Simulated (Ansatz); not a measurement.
Consider the formal exchange of groups at a C–C bond: `CCCCO` + propane → `CCCC(C)C` + CH₃OH.

Isolated molecules relaxed with PBE0-D4/def2-TZVP in Ansatz; ΔE leaves out vibrations. CCSD(T)/CBS is the MP2 limit (def2-TZVPP, def2-QZVPP) plus CCSD(T) − MP2 in def2-TZVPP, frozen cores. This one scheme is used for every species. DFT in def2-TZVPP. One conformer a species, not always the lowest.

| level | ΔE (kJ/mol) |
| --- | --- |
| PBE0-D4 | 11.1 |
| CCSD/CBS(def2) | 9.6 |

Q: What does CCSD(T)/CBS give? (Estimate.)

A: The calculation gave: +7.7 kJ/mol. The listed levels differ from it by 3.4, 1.9 kJ/mol.

Largest T1 diagnostic among the species: 0.009.

The D4 term adds −9.7 kJ/mol with B3LYP and −5.8 kJ/mol with PBE0; it sums over pairs of atoms, weighted by their polarisabilities, and B3LYP, whose exchange is more repulsive, gets the larger term. In def2-TZVPP, CCSD(T) changes the Hartree–Fock value by −14.3 kJ/mol (the triples alone add −1.9 kJ/mol) and MP2 by −17.0 kJ/mol.

B3LYP here is the variant with VWN-RPA as its local correlation; programs differ in this.

CCSD(T)/CBS has its own doubt, a few kJ/mol and more with outer-core shells, so smaller differences from it don't rank the levels.
